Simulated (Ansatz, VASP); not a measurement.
MgO in VASP and in Ansatz

```
Mg O
1.0
     0.00000    2.13515    2.13515
     2.13515    0.00000    2.13515
     2.13515    2.13515    0.00000
Mg O
1 1
Direct
  0.97892 0.02108 0.02108
  0.50000 0.50000 0.50000
```

Change from the starting cell: one atom moved.

Alike in both runs: task single point; functional PBEsol; k mesh 10 × 10 × 10; occupations gaussian, width 0.02 eV; no spin polarisation.

|  | VASP | Ansatz |
| --- | --- | --- |
| version | VASP 6.6.1 | Ansatz 0.2.0 |
| potentials or method | VASP PAW PBE potentials, release 64 (Mg, O) | scalar-relativistic, plane waves, PAW |
| plane-wave cutoff (eV) | 520 | 420 |
| valence electrons in the cell | 8 | 16 |

```csv
,VASP,Ansatz,Ansatz less VASP
gap on the k mesh at the Fermi level (eV),4.25,4.25,0.000
least direct gap on the mesh (eV),4.25,4.25,0.000
pressure (GPa),-5.6,-5.1,+0.55
largest component of the traceless stress (GPa),1.65,1.63,-0.020
rms of the force components (eV/Å),0.243,0.241,-0.0023
```

Atom by atom the forces differ by 0.002 eV/Å (rms over components). The two sets of potentials don't hold the same shells in valence.

Caveats: the PAW data sets were made with another functional, which shifts forces and pressure a little (VASP).
